**Question**

I took one fixed cell of zincblende CdS and raised only the plane-wave cutoff. The pressure puzzles me: it is almost right at 250 eV, goes wrong again, and comes back at 500 eV. What is happening there, and which of these numbers can I use?

GPAW 26.7.0, RPBE with PAW data sets (gpaw-data 1.2.1), no spin polarisation or spin–orbit coupling: one fixed cell of zincblende CdS, with the plane-wave cutoff in eV as the sweep value. Gaps are read on the 8×8×8 k mesh; Fermi–Dirac smearing is 0.05 eV, and energies are extrapolated to zero smearing and counted from the 1000 eV row.

| sweep value | energy less tightest (meV/atom) | pressure (GPa) | gap (eV) | largest force (eV/Å) |
| --- | --- | --- | --- | --- |
| 200 | 473.7 | -6.927 | 1.296 | 0.000 |
| 250 | 287.8 | 4.518 | 1.272 | 0.000 |
| 300 | 232.8 | 2.489 | 1.284 | 0.000 |
| 350 | 132.8 | 2.077 | 1.300 | 0.000 |
| 400 | 59.0 | 3.055 | 1.309 | 0.000 |
| 500 | 8.6 | 4.582 | 1.312 | 0.000 |
| 600 | 2.8 | 4.848 | 1.311 | 0.000 |
| 800 | 0.8 | 4.870 | 1.309 | 0.000 |
| 1000 | 0.0 | 4.883 | 1.309 | 0.000 |

**Answer**

Your question splits into seven smaller ones, the simplest first.

### 1. Which quantity settles first?

The gap does, by a wide margin. At 350 eV the energy is still 133 meV/atom above its value at 1000 eV, while the gap is off by only 9 meV. The total energy collects the basis error of every valence electron, including the compact Cd 4d shell, which needs short waves. The gap is a difference between two levels, and an error that shifts both alike drops out. That is the standard argument; the calculation doesn't separate the orbitals.

### 2. Can I fit an exponential to the energy and extrapolate?

Not safely. Going from 300 to 400 eV cuts the energy error by a factor of about 4, and the next 100 eV by about 7. The following 100 eV gain only a factor of 3, and between 600 and 800 eV the mean factor per 100 eV is below 2. The energies are extrapolated to zero smearing, not to infinite cutoff, and these errors are counted from the 1000 eV row. If the complete-basis energy lies lower still, every error grows by the same amount and the tail is slower than it looks.

### 3. Why is the pressure almost right at 250 eV?

Because its error follows the slope of the energy curve, not its height. The program computes the stress with a fixed set of plane waves. When the cell expands, these waves stretch with it and their kinetic energies fall, so the effective cutoff drops and the basis error grows. The basis thus resists expansion, and the pressure comes out too low. This is Pulay stress.

The kinetic energies scale as $V^{-2/3}$, where $V$ is the volume per atom. Suppose that, at constant cutoff $E_c$, the basis error per atom hardly depends on volume. The pressure error is then

$$\Delta p \approx \frac{2}{3V}\,\frac{dE}{d\ln E_c},$$

with $E$ the energy per atom. Where the energy still falls steeply with cutoff, the pressure is far too low; where the curve is flat, the pressure looks fine.

Around 250 eV the curve has a shoulder. The energy drops by 55 meV/atom from 250 to 300 eV, but by 100 over the next 50 eV. Put into the formula, the mean slope from 250 to 300 eV gives a pressure error of about −1.3 GPa, between the −0.4 and −2.4 GPa found at the two ends. The small error at 250 eV thus suggests that the curve is nearly flat right there, a detail too fine for the energies in these rows to show. The pressure is almost right although the energy is 288 meV/atom too high. Why the shoulder lies there I can only guess: probably it reflects the shapes of the smooth PAW functions of these two elements.

### 4. Does this explanation hold in numbers?

Turn the formula round and let the pressures predict an energy step. Between 350 and 400 eV the pressure errors are −2.81 and −1.83 GPa, with a mean of −2.32 GPa. With $V = 24.81$ Å³ and 1 eV/Å³ = 160.2 GPa,

$$\Delta E \approx \tfrac{3}{2}\times 24.81\times\frac{-2.32}{160.2}\times\ln\frac{400}{350} \approx -0.072\ \text{eV}.$$

The energies themselves give −74 meV/atom. The formula has no adjustable constant, and it comes within 10% for each of the four steps from 250 to 500 eV, as the analysis printed below shows.

It fails for the first step, where it predicts a fall of 316 meV/atom against a computed 186. The pressure changes by more than 11 GPa across that step, and the mean of its two ends is probably too crude. From 500 to 600 eV the predicted fall is again too large, probably because the pressure error dies away faster than a straight line between the two ends. Beyond 600 eV it is too small: the remaining pressure errors are tiny, and treating the 1000 eV row as exact leaves out any error still in it.

### 5. What happens if I relax the cell at 350 eV?

A relaxation driven by the stress would stop too early. The 4.88 GPa at the highest cutoff is not a basis error: RPBE favours a larger lattice than this one, so the cell is under compression. At 350 eV more than half of that pressure is cancelled by Pulay stress. With a bulk modulus $B$ of roughly 60 GPa (a recalled value), the linear estimate $p/3B$ asks for a lattice constant nearly 3% longer at the highest cutoff, but only about 1% longer at 350 eV.

For stresses, use 600 eV or more, where the pressure stays within 0.1 GPa of the final value. Alternatively, compute energies at several volumes with the same cutoff and fit the minimum; most of the basis error is then common to all volumes. A pressure that looks right at a single low cutoff, as at 250 eV, is no evidence of convergence. Check the energy slope, or the next cutoffs up.

### 6. What would change with zinc in place of cadmium?

The Zn 3d shell is more compact than Cd 4d, which by itself calls for shorter waves. But the cutoff depends on the smooth functions in the PAW data, and these can be built softer or harder, so only a new sweep can tell whether ZnS needs a higher cutoff. The pressure would again lag wherever the energy is still falling steeply. Any shoulder would probably sit elsewhere, so 250 eV has no special meaning beyond this pair of data sets.

### 7. Which digits can I trust?

- **Energy:** about 1 meV/atom, since the step from 800 to 1000 eV still lowers it by 0.8 meV/atom.
- **Pressure:** 4.9 GPa for this cell; the second decimal still moves between the last two rows.
- **Gap:** 1.31 eV is steady to a few meV from 400 eV on, but only as far as the cutoff is concerned. It is read on the k mesh, so if the mesh skips Γ, where the direct gap lies, the true RPBE gap of this cell is smaller.
- **Forces:** the zeros are imposed by the tetrahedral symmetry and would appear at any cutoff, so they are no test of convergence.

A steady gap is not yet a correct one. Experiment gives roughly 2.5 eV (recalled), more than 1 eV above the table. Spin–orbit coupling and lattice vibrations, both left out here, are far too small to explain that. The shortfall is the usual one of semilocal functionals, and no cutoff will repair it.

Numerical output:

```
Misses counted from the 1000 eV row:
   row  energy miss meV/atom  pressure miss GPa  gap miss meV
   200                 473.7             -11.81           -13
   250                 287.8             -0.365           -37
   300                 232.8             -2.394           -25
   350                 132.8             -2.806            -9
   400                    59             -1.828             0
   500                   8.6             -0.301             3
   600                   2.8             -0.035             2
   800                   0.8             -0.013             0
  1000                     0                  0             0
Energy step from the row before:
   row  computed step meV/atom  step from pressures meV/atom  pressures over computed
   250                  -185.9                        -315.5                    1.697
   300                     -55                        -58.42                    1.062
   350                    -100                         -93.1                    0.931
   400                   -73.8                        -71.86                   0.9738
   500                   -50.4                        -55.17                    1.095
   600                    -5.8                        -7.115                    1.227
   800                      -2                        -1.604                   0.8019
  1000                    -0.8                       -0.3369                   0.4211
Energy miss at 300 eV over that at 400 eV: 3.946
Energy miss at 400 eV over that at 500 eV: 6.86
Energy miss at 500 eV over that at 600 eV: 3.071
Mean factor per 100 eV between 600 and 800 eV: 1.871
Largest departure of the pressure-based steps ending at 300 to 500 eV (percent): 9.473
Energy fall from 250 to 1000 eV summed from pressures (meV/atom): 287.6
Energy miss at 350 eV per formula unit (meV): 265.6
Share of the 1000 eV pressure missing at 350 eV (percent): 57.46
Rough lattice growth asked for by the 1000 eV pressure (percent): 2.713
Rough lattice growth asked for by the 350 eV pressure (percent): 1.154
```
